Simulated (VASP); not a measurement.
# BP (F-43m) in VASP: a series of runs

Runs on BP. Level: LDA. Tasks: dielectric tensor.

Everything below comes from runs of VASP 6.6.1. Logs are shortened: lines on timing, memory, paths and dates and some standing lists are left out, and cuts for length are marked.

## (1) Starting point

Symmetry: F-43m, No. 216, cubic system. Conventional cell: a = 4.538 Å, b = 4.538 Å, c = 4.538 Å, α = 90.00°, β = 90.00°, γ = 90.00°. P (site symmetry -43m) has 4 B at 1.97 Å as nearest neighbours. B (site symmetry -43m) is surrounded by 4 P at 1.97 Å.

## (2) Dielectric tensor, LDA

Input file INCAR:

```
SYSTEM = BP
PREC = Accurate ; ENCUT = 600
EDIFF = 1E-8 ; ISMEAR = 0
SIGMA = 0.01 ; LREAL = .FALSE.
LASPH = .TRUE. ; NELM = 100
ALGO = Normal ; ISIF = 2
LWAVE = .FALSE. ; LCHARG = .FALSE.
LEPSILON = .TRUE.
```

Input file KPOINTS:

```
Automatic mesh
0
G
  5 5 5
  0 0 0
```

Input file POSCAR:

```
BP
1.0
    0.0000000000      2.2690000000      2.2690000000
    2.2690000000      0.0000000000      2.2690000000
    2.2690000000      2.2690000000      0.0000000000
P B
1 1
Direct
    0.7500000000      0.7500000000      0.7500000000
    0.0000000000      0.0000000000      0.0000000000
```

Potentials or basis: VASP PAW LDA potentials, release 64 (P, B).

The run is started by

```sh
> cat potpaw_LDA.64/P/POTCAR potpaw_LDA.64/B/POTCAR > POTCAR
> mpirun -np 1 vasp_std > vasp.out
```

OUTCAR:

```text
SYSTEM = BP
   PREC = Accurate
   ENCUT = 600
   EDIFF = 1E-8
   ISMEAR = 0
   LREAL = .FALSE.
   LASPH = .TRUE.
   NELM = 100
   ISIF = 2
   LEPSILON = .TRUE.

 Found     10 irreducible k-points:

 Following reciprocal coordinates:
            Coordinates               Weight
  0.000000  0.000000  0.000000      1.000000
  0.200000  0.000000  0.000000      8.000000
  0.400000  0.000000  0.000000      8.000000
  0.200000  0.200000  0.000000      6.000000
  0.400000  0.200000  0.000000     24.000000
 -0.400000  0.200000  0.000000     24.000000
   k-points           NKPTS =     10   k-points in BZ     NKDIM =     10   number of bands    NBANDS=      8
   number of dos      NEDOS =    301   number of ions     NIONS =      2
   total plane-waves  NPLWV =  21952
   dimension x,y,z NGX =    28 NGY =   28 NGZ =   28
   dimension x,y,z NGXF=    56 NGYF=   56 NGZF=   56
   ions per type =               1   1
   NGX,Y,Z   is equivalent  to a cutoff of  14.51, 14.51, 14.51 a.u.
   NGXF,Y,Z  is equivalent  to a cutoff of  29.01, 29.01, 29.01 a.u.
 SYSTEM =  BP
   PREC   = accura    normal or accurate (medium, high low for compatibility)
   ISTART =      0    job   : 0-new  1-cont  2-samecut
   ICHARG =      2    charge: 1-file 2-atom 10-const
   ISPIN  =      1    spin polarized calculation?
   LNONCOLLINEAR =      F non collinear calculations
   LSORBIT =      F    spin-orbit coupling
   LASPH  =      T    aspherical Exc in radial PAW
   ENCUT  =  600.0 eV  44.10 Ry    6.64 a.u.   6.41  6.41  6.41*2*pi/ulx,y,z
   NELM   =    100;   NELMIN=  2; NELMDL= -5     # of ELM steps
   EDIFF  = 0.1E-07   stopping-criterion for ELM
   LREAL  =      F    real-space projection
   EDIFFG = 0.1E-06   stopping-criterion for IOM
   NSW    =      0    number of steps for IOM
   IBRION =     -1    ionic relax: 0-MD 1-quasi-New 2-CG
   NFREE  =      0    steps in history (QN), initial steepest desc. (CG)
   ISIF   =      2    stress and relaxation
   ISYM   =      2    0-nonsym 1-usesym 2-fastsym
   POTIM  = 0.5000    time-step for ionic-motion
   TEBEG  =    0.0;   TEEND  =   0.0 temperature during run
   PSTRESS=    0.0 pullay stress
   NELECT =       8.0000    total number of electrons
   NUPDOWN=      -1.0000    fix difference up-down
   EMIN   =  10.00;   EMAX   =-10.00  energy-range for DOS
   EFERMI =   0.00;   METHOD = LEGACY
   ISMEAR =     0;   SIGMA  =   0.01  broadening in eV -4-tet -1-fermi 0-gaus
   EFERMI_NEDOS =   21; number of points for ismear=-14 and -15
   IALGO  =     38    algorithm
[... 119 lines left out ...]
      3.40350      3.40350      3.40350        -0.000000      0.000000      0.000000
      0.00000      0.00000      0.00000         0.000000     -0.000000     -0.000000
 -----------------------------------------------------------------------------------
    total drift:                                0.000000      0.000000      0.000000

  FREE ENERGIE OF THE ION-ELECTRON SYSTEM (eV)
  ---------------------------------------------------
  free  energy   TOTEN  =       -14.3356519313 eV

  energy  without entropy=      -14.3356519313  energy(sigma->0) =      -14.33565193

 HEAD OF MICROSCOPIC STATIC DIELECTRIC TENSOR (INDEPENDENT PARTICLE, excluding Hartree and local field effects)
 ------------------------------------------------------
          12.062831    -0.000000    -0.000000
           0.000000    12.062831    -0.000000
           0.000000    -0.000000    12.062831
 ------------------------------------------------------

 Free energy of the ion-electron system (eV)
  ---------------------------------------------------
  ---------------------------------------------------
  free energy    TOTEN  =        -0.71791258 eV

  energy without entropy =       -0.71791258

------------------------ aborting loop because EDIFF is reached ----------------------------------------

--------------------------------------- Ionic step        2  -------------------------------------------

------------------------ aborting loop because EDIFF is reached ----------------------------------------

--------------------------------------- Ionic step        3  -------------------------------------------

 Free energy of the ion-electron system (eV)
  ---------------------------------------------------
  ---------------------------------------------------
  free energy    TOTEN  =        -0.71791253 eV

  energy without entropy =       -0.71791253

------------------------ aborting loop because EDIFF is reached ----------------------------------------

 PIEZOELECTRIC TENSOR FIELD DIRECTION 3  (e Angst)
 -----------------------------------------------------------------------------
     0.00089 -0.13568  0.00000           (  0.00000 -0.08858  0.00000)
    -0.13568  0.00089  0.00000           ( -0.08858  0.00000  0.00000)
     0.00000  0.00000 -0.00225           (  0.00000  0.00000 -0.00000)

 PIEZOELECTRIC TENSOR FIELD DIRECTION 3  (C/m^2)
 -----------------------------------------------------------------------------
     0.00061 -0.09304  0.00000
    -0.09304  0.00061  0.00000
     0.00000  0.00000 -0.00155

 MACROSCOPIC STATIC DIELECTRIC TENSOR (including local field effects in DFT)
 ------------------------------------------------------
          11.549452    -0.000000    -0.000000
           0.000000    11.549452    -0.000000
          -0.000000    -0.000000    11.549452
 ------------------------------------------------------

 PIEZOELECTRIC TENSOR (including local field effects)  for field in x, y, z        (e  Angst)
          XX          YY          ZZ          XY          YZ          ZX
  --------------------------------------------------------------------------------
  x     0.00000     0.00000     0.00000     0.00000    -0.12222     0.00000
  y     0.00000     0.00000     0.00000     0.00000     0.00000    -0.12222
  z     0.00000     0.00000     0.00000    -0.12222     0.00000     0.00000

 PIEZOELECTRIC TENSOR (including local field effects)  for field in x, y, z        (C/m^2)
          XX          YY          ZZ          XY          YZ          ZX
  --------------------------------------------------------------------------------
  x     0.00000     0.00000     0.00000     0.00000    -0.08382     0.00000
  y     0.00000     0.00000     0.00000     0.00000     0.00000    -0.08382
  z     0.00000     0.00000     0.00000    -0.08382     0.00000     0.00000

 BORN EFFECTIVE CHARGES (including local field effects) (in |e|, cummulative output)
 ---------------------------------------------------------------------------------
 ion    1
    1     0.46760    -0.00000    -0.00000
    2     0.00000     0.46760    -0.00000
    3     0.00000    -0.00000     0.46760
 ion    2
    1    -0.46760     0.00000     0.00000
    2    -0.00000    -0.46760     0.00000
    3    -0.00000     0.00000    -0.46760
```

OSZICAR:

```text
[... 13 lines left out ...]
RMM:   3    -0.696062630262E+00    0.17971E-01   -0.11643E-02   688   0.695E-01    0.754E-01
RMM:   4    -0.712653776197E+00   -0.16591E-01   -0.10975E-02   689   0.700E-01    0.119E-01
RMM:   5    -0.717708948189E+00   -0.50552E-02   -0.28917E-04   683   0.137E-01    0.156E-02
RMM:   6    -0.717854527078E+00   -0.14558E-03   -0.50018E-06   722   0.178E-02    0.814E-03
RMM:   7    -0.717895254463E+00   -0.40727E-04   -0.63374E-07   721   0.372E-03    0.412E-04
RMM:   8    -0.717913065337E+00   -0.17811E-04   -0.40261E-08   752   0.464E-04    0.172E-04
RMM:   9    -0.717912856350E+00    0.20899E-06    0.17714E-08   703   0.228E-04    0.368E-05
RMM:  10    -0.717912893924E+00   -0.37574E-07    0.00000E+00   369   0.404E-05    0.108E-05
RMM:  11    -0.717912532553E+00    0.36137E-06    0.65429E-09   232   0.434E-05    0.891E-07
```

stdout:

```text
POSCAR found type information on POSCAR P B
 POSCAR found :  2 types and       2 ions
 scaLAPACK will be used
 LDA part: xc-table for (Slater(with rela. corr.)+CA(PZ))
 , standard interpolation
 POSCAR, INCAR and KPOINTS ok, starting setup
 FFT: planning ... GRIDC
 FFT: planning ... GRID_SOFT
 FFT: planning ... GRID
 WAVECAR not read
 entering main loop
 Linear response reoptimize wavefunctions to high precision
 Linear response G [H, r] |phi>, progress :
  Direction:   1
 Linear response G [H, r] |phi>, progress :
  Direction:   2
 Linear response G [H, r] |phi>, progress :
  Direction:   3
 Linear response to external field (no local field effect), progress :
  Direction:   1
 dielectric tensor                  component  1 :    14.936     7.547     1.510
 Linear response to external field (no local field effect), progress :
  Direction:   2
 dielectric tensor                  component  2 :     7.547    14.941    -1.572
 Linear response to external field (no local field effect), progress :
  Direction:   3
 dielectric tensor                  component  3 :     1.509    -1.572     6.311
 Linear response to external field, progress :
  Direction:   1
 dielectric tensor                  component  1 :    11.549     3.986     1.354
 Linear response to external field, progress :
  Direction:   2
 dielectric tensor                  component  2 :     3.986    11.549     1.221
 Linear response to external field, progress :
  Direction:   3
 dielectric tensor                  component  3 :     2.548     2.791    11.549
 Born effective charges drift removed
```

Run time: 41 s. Hardware: 1 thread of Intel Xeon Platinum 8259CL at 2.50GHz (Skylake/Cascade Lake), shared host; peak memory 0.15 GiB.

The run converged, but some of its settings lie outside the range that counts as converged, so its numbers aren't taken as properties of the crystal.

What came out:

- Band gap on the k mesh: 1.18 eV, indirect (least direct gap 3.37 eV)
- Electronic dielectric tensor (diagonal): 11.55
- Born charges (mean of the diagonal): P +0.47; B -0.47 e

Caveat: the k mesh is coarse (spacing up to 0.48 Å⁻¹), so the values aren't converged; an odd mesh through Γ misses points on the zone boundary, where band edges often lie.

## (3) Dielectric tensor, LDA

INCAR, as its differences from that of step 2:

```diff
@@ -1,3 +1,3 @@
 SYSTEM = BP
-PREC = Accurate ; ENCUT = 600
+PREC = Accurate ; ENCUT = 500
 EDIFF = 1E-8 ; ISMEAR = 0
```

Input file KPOINTS:

```
Automatic mesh
0
G
  6 6 6
  0 0 0
```

POSCAR is that of step 2.

Potentials or basis: VASP PAW LDA potentials, release 64 (P, B).

The run is started by

```sh
> cat potpaw_LDA.64/P/POTCAR potpaw_LDA.64/B/POTCAR > POTCAR
> mpirun -np 1 vasp_std > vasp.out
```

OUTCAR:

```text
SYSTEM = BP
   PREC = Accurate
   ENCUT = 500
   EDIFF = 1E-8
   ISMEAR = 0
   LREAL = .FALSE.
   LASPH = .TRUE.
   NELM = 100
   ISIF = 2
   LEPSILON = .TRUE.

 Found     16 irreducible k-points:

 Following reciprocal coordinates:
            Coordinates               Weight
  0.000000  0.000000  0.000000      1.000000
  0.166667  0.000000  0.000000      8.000000
  0.333333  0.000000  0.000000      8.000000
  0.500000  0.000000  0.000000      4.000000
  0.166667  0.166667  0.000000      6.000000
  0.333333  0.166667  0.000000     24.000000
   k-points           NKPTS =     16   k-points in BZ     NKDIM =     16   number of bands    NBANDS=      8
   number of dos      NEDOS =    301   number of ions     NIONS =      2
   total plane-waves  NPLWV =  13824
   dimension x,y,z NGX =    24 NGY =   24 NGZ =   24
   dimension x,y,z NGXF=    48 NGYF=   48 NGZF=   48
   ions per type =               1   1
   NGX,Y,Z   is equivalent  to a cutoff of  12.43, 12.43, 12.43 a.u.
   NGXF,Y,Z  is equivalent  to a cutoff of  24.87, 24.87, 24.87 a.u.
 SYSTEM =  BP
   PREC   = accura    normal or accurate (medium, high low for compatibility)
   ISTART =      0    job   : 0-new  1-cont  2-samecut
   ICHARG =      2    charge: 1-file 2-atom 10-const
   ISPIN  =      1    spin polarized calculation?
   LNONCOLLINEAR =      F non collinear calculations
   LSORBIT =      F    spin-orbit coupling
   LASPH  =      T    aspherical Exc in radial PAW
   ENCUT  =  500.0 eV  36.75 Ry    6.06 a.u.   5.85  5.85  5.85*2*pi/ulx,y,z
   NELM   =    100;   NELMIN=  2; NELMDL= -5     # of ELM steps
   EDIFF  = 0.1E-07   stopping-criterion for ELM
   LREAL  =      F    real-space projection
   EDIFFG = 0.1E-06   stopping-criterion for IOM
   NSW    =      0    number of steps for IOM
   IBRION =     -1    ionic relax: 0-MD 1-quasi-New 2-CG
   NFREE  =      0    steps in history (QN), initial steepest desc. (CG)
   ISIF   =      2    stress and relaxation
   ISYM   =      2    0-nonsym 1-usesym 2-fastsym
   POTIM  = 0.5000    time-step for ionic-motion
   TEBEG  =    0.0;   TEEND  =   0.0 temperature during run
[... 140 lines left out ...]
          -0.000000    10.903173     0.000000
          -0.000000     0.000000    10.903173
 ------------------------------------------------------

 Free energy of the ion-electron system (eV)
  ---------------------------------------------------
  ---------------------------------------------------
  free energy    TOTEN  =        -0.64175732 eV

  energy without entropy =       -0.64175732

------------------------ aborting loop because EDIFF is reached ----------------------------------------

--------------------------------------- Ionic step        2  -------------------------------------------

------------------------ aborting loop because EDIFF is reached ----------------------------------------

--------------------------------------- Ionic step        3  -------------------------------------------

 Free energy of the ion-electron system (eV)
  ---------------------------------------------------
  ---------------------------------------------------
  free energy    TOTEN  =        -0.64175732 eV

  energy without entropy =       -0.64175732

------------------------ aborting loop because EDIFF is reached ----------------------------------------

 PIEZOELECTRIC TENSOR FIELD DIRECTION 3  (e Angst)
 -----------------------------------------------------------------------------
     0.00023 -0.15363  0.00000           (  0.00000 -0.08287  0.00000)
    -0.15363  0.00023  0.00000           ( -0.08287  0.00000  0.00000)
     0.00000  0.00000 -0.00106           (  0.00000  0.00000 -0.00000)

 PIEZOELECTRIC TENSOR FIELD DIRECTION 3  (C/m^2)
 -----------------------------------------------------------------------------
     0.00016 -0.10536  0.00000
    -0.10536  0.00016  0.00000
     0.00000  0.00000 -0.00072

 MACROSCOPIC STATIC DIELECTRIC TENSOR (including local field effects in DFT)
 ------------------------------------------------------
          10.422662    -0.000000     0.000000
           0.000000    10.422662    -0.000000
           0.000000    -0.000000    10.422662
 ------------------------------------------------------

 PIEZOELECTRIC TENSOR (including local field effects)  for field in x, y, z        (e  Angst)
          XX          YY          ZZ          XY          YZ          ZX
  --------------------------------------------------------------------------------
  x     0.00000    -0.00000    -0.00000     0.00000    -0.14463     0.00000
  y     0.00000     0.00000     0.00000     0.00000     0.00000    -0.14463
  z    -0.00000    -0.00000     0.00000    -0.14463     0.00000     0.00000

 PIEZOELECTRIC TENSOR (including local field effects)  for field in x, y, z        (C/m^2)
          XX          YY          ZZ          XY          YZ          ZX
  --------------------------------------------------------------------------------
  x     0.00000    -0.00000    -0.00000     0.00000    -0.09918     0.00000
  y     0.00000     0.00000     0.00000     0.00000     0.00000    -0.09918
  z    -0.00000    -0.00000     0.00000    -0.09918     0.00000     0.00000

 BORN EFFECTIVE CHARGES (including local field effects) (in |e|, cummulative output)
 ---------------------------------------------------------------------------------
 ion    1
    1     0.49483     0.00000    -0.00000
    2     0.00000     0.49483     0.00000
    3    -0.00000    -0.00000     0.49483
 ion    2
    1    -0.49483     0.00000     0.00000
    2     0.00000    -0.49483    -0.00000
    3     0.00000     0.00000    -0.49483
```

stdout:

```text
POSCAR found type information on POSCAR P B
 POSCAR found :  2 types and       2 ions
 scaLAPACK will be used
 LDA part: xc-table for (Slater(with rela. corr.)+CA(PZ))
 , standard interpolation
 POSCAR, INCAR and KPOINTS ok, starting setup
 FFT: planning ... GRIDC
 FFT: planning ... GRID_SOFT
 FFT: planning ... GRID
 WAVECAR not read
 entering main loop
 Linear response reoptimize wavefunctions to high precision
 Linear response G [H, r] |phi>, progress :
  Direction:   1
 Linear response G [H, r] |phi>, progress :
  Direction:   2
 Linear response G [H, r] |phi>, progress :
  Direction:   3
 Linear response to external field (no local field effect), progress :
  Direction:   1
 dielectric tensor                  component  1 :    13.456     6.918     1.331
 Linear response to external field (no local field effect), progress :
  Direction:   2
 dielectric tensor                  component  2 :     6.918    13.470    -1.446
 Linear response to external field (no local field effect), progress :
  Direction:   3
 dielectric tensor                  component  3 :     1.330    -1.446     5.784
 Linear response to external field, progress :
  Direction:   1
 dielectric tensor                  component  1 :    10.423     3.239     1.564
 Linear response to external field, progress :
  Direction:   2
 dielectric tensor                  component  2 :     3.240    10.423     1.403
 Linear response to external field, progress :
  Direction:   3
 dielectric tensor                  component  3 :     2.411     2.393    10.423
 Born effective charges drift removed
```

It took 38 s on 1 thread of Intel Xeon Platinum 8259CL at 2.50GHz (Skylake/Cascade Lake), shared host; peak memory 0.14 GiB.

The run converged, but some of its settings lie outside the range that counts as converged, so its numbers aren't taken as properties of the crystal.

What came out:

- Band gap on the k mesh: 1.30 eV, indirect (least direct gap 3.38 eV)
- Electronic dielectric tensor (diagonal): 10.42
- Born charges (mean of the diagonal): P +0.49; B -0.49 e

[end of part 1 of 2]
